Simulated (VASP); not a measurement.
# GaN (P6_3mc) in VASP: further runs, part 2 of 2

VASP 6.6.1. Earlier steps stand in the parts before.

## Step 5: Relaxation of cell and atoms, PBEsol

Contents of INCAR:

```
SYSTEM = GaN
PREC = Accurate
ENCUT = 600
EDIFF = 1E-6
ISMEAR = 0
SIGMA = 0.03
LREAL = .False.
LASPH = .True.
NELM = 80
ALGO = Normal
ISIF = 3
LWAVE = .False.
LCHARG = .False.
GGA = PS
IBRION = 2
NSW = 90
EDIFFG = -0.01
KPAR = 4
```

Contents of KPOINTS:

```
Automatic mesh
0
Gamma
  12 12 5
  0 0 0
```

Contents of POSCAR:

```
GaN
1.0
    3.1800000000      0.0000000000      0.0000000000
   -1.5900000000      2.7539607840      0.0000000000
    0.0000000000      0.0000000000      5.1660000000
Ga N
2 2
Direct
    0.3333333333      0.6666666667      0.0000000000
    0.6666666667      0.3333333333      0.5000000000
    0.3333333333      0.6666666667      0.3750000000
    0.6666666667      0.3333333333      0.8750000000
```

Potentials or basis: VASP PAW PBE potentials, release 64 (Ga_d, N).

Launch:

```console
> cat potpaw_PBE.64/Ga_d/POTCAR potpaw_PBE.64/N/POTCAR > POTCAR
> mpirun -np 4 vasp_std > vasp.out
```

OUTCAR:

```text
SYSTEM = GaN
   PREC = Accurate
   ENCUT = 600
   EDIFF = 1E-6
   ISMEAR = 0
   LREAL = .False.
   LASPH = .True.
   NELM = 80
   ISIF = 3
   GGA = PS
   IBRION = 2
   NSW = 90
   EDIFFG = -0.01

 ion  position               nearest neighbor table
   1  0.333  0.667  0.000-   3 1.94   4 1.95   4 1.95   4 1.95
   2  0.667  0.333  0.500-   4 1.94   3 1.95   3 1.95   3 1.95
   3  0.333  0.667  0.375-   1 1.94   2 1.95   2 1.95   2 1.95
   4  0.667  0.333  0.875-   2 1.94   1 1.95   1 1.95   1 1.95

  LATTYP: Found a hexagonal cell.
 ALAT       =     3.1800000000
 C/A-ratio  =     1.6245283019

  Lattice vectors:

 A1 = (   3.1800000000,   0.0000000000,   0.0000000000)
 A2 = (  -1.5900000000,   2.7539607840,   0.0000000000)
 A3 = (   0.0000000000,   0.0000000000,   5.1660000000)

Analysis of symmetry for initial positions (statically):
=====================================================================
 Subroutine PRICEL returns:
 Original cell was already a primitive cell.
[... 177 lines left out ...]
  free energy    TOTEN  =       -26.26987734 eV

  energy without entropy =      -26.26987734  energy(sigma->0) =      -26.26987734

------------------------ aborting loop because EDIFF is reached ----------------------------------------

  FORCE on cell =-STRESS in cart. coord.  units (eV):
  Direction    XX          YY          ZZ          XY          YZ          ZX
  --------------------------------------------------------------------------------------
  -------------------------------------------------------------------------------------
  Total       -0.0138371     -0.0138371      0.5833860      0.0000000      0.0000000     -0.0000000
  in kB       -0.4900223     -0.4900223     20.6598586      0.0000000      0.0000000     -0.0000000
  external PRESSURE =       6.5599380 kB  Pullay stress =       0.0000000 kB
[... 177 lines left out ...]
--------------------------------------- Ionic step        6  -------------------------------------------

 number of electron      35.9999995 magnetization

 Free energy of the ion-electron system (eV)
  ---------------------------------------------------
  ext. energy  EPLUGINS =         0.00000000
  ---------------------------------------------------
  free energy    TOTEN  =       -26.27184170 eV

  energy without entropy =      -26.27184170  energy(sigma->0) =      -26.27184170

 E-fermi :   5.3983     XC(G=0): -11.9404

 val. band max:        5.2616840351   @ k =   0.0000   0.0000   0.0000
 cond. band min:       7.1673374416   @ k =   0.0000   0.0000   0.0000
 fundamental gap:      1.9056534064
 Fermi energy:         5.3982610532

 k-point     1 :       0.0000    0.0000    0.0000
  band No.  band energies     occupation
      1     -10.7769      2.00000
      2      -9.8005      2.00000
      3      -8.1478      2.00000
      4      -8.1314      2.00000
      5      -8.1314      2.00000
      6      -8.0682      2.00000
[... 589 lines left out ...]
     21      12.3022      0.00000
     22      13.4429      0.00000

 [... further k-points ...]
[... 5 lines left out ...]
  --------------------------------------------------------------------------------------
  -------------------------------------------------------------------------------------
  Total        0.0083653      0.0083653     -0.0128465      0.0000000      0.0000000      0.0000000
  in kB        0.2953041      0.2953041     -0.4534952      0.0000000      0.0000000      0.0000000
  external PRESSURE =       0.0457044 kB  Pullay stress =       0.0000000 kB
[... 19 lines left out ...]
  FREE ENERGIE OF THE ION-ELECTRON SYSTEM (eV)
  ---------------------------------------------------
  free  energy   TOTEN  =       -26.2718416976 eV

  energy  without entropy=      -26.2718416976  energy(sigma->0) =      -26.27184170

 reached required accuracy - stopping structural energy minimisation
```

OSZICAR:

```text
N       E                     dE             d eps       ncg     rms          rms(c)
DAV:   1     0.290604935722E+03    0.29060E+03   -0.20179E+04  2632   0.333E+03
DAV:   2     0.782563489468E+01   -0.28278E+03   -0.27377E+03  2764   0.569E+02
DAV:   3    -0.283108492767E+02   -0.36136E+02   -0.35789E+02  2868   0.163E+02
DAV:   4    -0.299066608833E+02   -0.15958E+01   -0.15907E+01  3526   0.359E+01
[... 41 lines left out ...]
       N       E                     dE             d eps       ncg     rms          rms(c)
DAV:   1    -0.262718738819E+02   -0.33659E-04   -0.66987E-04  3648   0.473E-01    0.360E-02
DAV:   2    -0.262718507281E+02    0.23154E-04   -0.83955E-05  3554   0.200E-01    0.178E-02
DAV:   3    -0.262718421802E+02    0.85480E-05   -0.14131E-05  4042   0.873E-02    0.410E-03
DAV:   4    -0.262718416976E+02    0.48252E-06   -0.41669E-06  2396   0.211E-02
   6 F= -.26271842E+02 E0= -.26271842E+02  d E =-.153130E-04
```

CONTCAR:

```text
GaN
   1.00000000000000
     3.1796023893185748    0.0000000000000000   -0.0000000000000000
    -1.5898011946592874    2.7536164430490828    0.0000000000000000
     0.0000000000000000    0.0000000000000000    5.1837589790627305
  Ga              N
     2     2
Direct
     0.3333333332999970    0.6666666667000030    0.9992962202835345
     0.6666666667000030    0.3333333332999970    0.4992962202835345
     0.3333333332999970    0.6666666667000030    0.3757037797164655
     0.6666666667000030    0.3333333332999970    0.8757037797164655

  0.00000000E+00  0.00000000E+00  0.00000000E+00
  0.00000000E+00  0.00000000E+00  0.00000000E+00
  0.00000000E+00  0.00000000E+00  0.00000000E+00
  0.00000000E+00  0.00000000E+00  0.00000000E+00
```

Run time: 63 s. Hardware: 4 MPI ranks of Intel Xeon 6975P-C (Granite Rapids), shared host; peak memory 0.21 GiB.

Results:

* Free energy: -26.2718 eV
* Relaxed volume: 11.35 Å³/atom
* Relaxed cell: a = 3.180 Å, b = 3.180 Å, c = 5.184 Å, α = 90.00°, β = 90.00°, γ = 120.00°
* Space group after relaxing (to 0.05 Å): P6_3mc (No. 186)
* Energy gained by relaxing: 0.5 meV/atom
* Ionic steps: 6
* Pressure after relaxing: 0.0 GPa
* Largest force after relaxing: 0.006 eV/Å
* Band gap on the k mesh: 1.91 eV, direct

Forces on the atoms (eV/Å):
```
Ga   0.000  0.000 -0.006
Ga   0.000  0.000 -0.006
N    0.000  0.000  0.006
N    0.000  0.000  0.006
```

Step by step:
```csv
step,energy change (eV),largest force (eV/Å),pressure (GPa),volume (Å³)
1,0.0000,0.1309,0.66,45.24
2,-0.0005,0.0880,-0.50,45.54
3,-0.0020,0.0103,0.08,45.40
4,-0.0019,0.0049,-0.09,45.41
5,-0.0020,0.0059,0.15,45.37
6,-0.0020,0.0064,0.00,45.39
```

Final structure:
```
CELL_PARAMETERS angstrom
3.17960 0.00000 0.00000
-1.58980 2.75362 0.00000
0.00000 0.00000 5.18376
ATOMIC_POSITIONS crystal
Ga 0.33333 0.66667 0.99930
Ga 0.66667 0.33333 0.49930
N 0.33333 0.66667 0.37570
N 0.66667 0.33333 0.87570
```

Caveat: the PAW data sets were made with another functional, which shifts forces and pressure a little. Zero-point motion and thermal expansion aren't in these numbers.

## Step 6: Overview

```csv
task,level,potentials or basis,cell,gap on the mesh (eV),pressure (GPa),largest force (eV/Å)
relaxation of shape and atoms at fixed volume,LDA,"VASP PAW LDA potentials, release 64 (Ga_d, N)",atoms relaxed at fixed volume from: a relaxed cell with its volume scaled by 1.02,1.98,-3.9,0.01
relaxation of shape and atoms at fixed volume,LDA,"VASP PAW LDA potentials, release 64 (Ga_d, N)",atoms relaxed at fixed volume from: a relaxed cell with its volume scaled by 1.04,1.85,-7.3,0.01
relaxation of shape and atoms at fixed volume,LDA,"VASP PAW LDA potentials, release 64 (Ga_d, N)",atoms relaxed at fixed volume from: a relaxed cell with its volume scaled by 1.06,1.72,-10.4,-
relaxation of cell and atoms,PBEsol,"VASP PAW PBE potentials, release 64 (Ga_d, N)",relaxed,1.91,0.0,0.01
```

Alike in all rows: no spin polarisation; k mesh 12 × 12 × 5; cutoff (eV) 600; smearing gaussian 0.03 eV.

Caveats: the relaxation stopped at its first step, so nothing moved (some runs); the PAW data sets were made with another functional, which shifts forces and pressure a little (some runs).

Absolute energies hang on the potentials; compare differences alone.
